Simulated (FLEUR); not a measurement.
Crystal: GaN.

```xyz
2
Lattice="0.0000 2.1352 2.1352 2.1352 0.0000 2.1352 2.1352 2.1352 0.0000" Properties=species:S:1:pos:R:3 pbc="T T T"
Ga    0.0000    0.0000    0.0000
N     2.1352    2.1352    2.1352
```

Measurements of this composition are mostly on another form, of space group No. 186.

Base run:

```yaml
Program: FLEUR MaX-R8.1 (later development tree)
Functional: PBEsol
Potentials_or_basis: all-electron
Basis: FLAPW
Kmax: 4.62 1/bohr
k_mesh: 8 × 8 × 8
Occupations: fermi-dirac, width 0.05 eV
Spin: spin-orbit coupling, no magnetisation
```

Its results: band gap on the k mesh 0.35 eV, indirect (least direct gap 2.36 eV).

The run is repeated on the same cell with these changes: k mesh from 8 × 8 × 8 to 11 × 11 × 11; spin from spin-orbit coupling, no magnetisation to no spin polarisation. What comes out?

Band gap on the k mesh 0.48 eV, indirect (least direct gap 2.37 eV).

Several settings changed at once, so the effect can't be laid on one alone.

Caveats: the mesh misses the band edges, which the band path finds closer together (some runs).
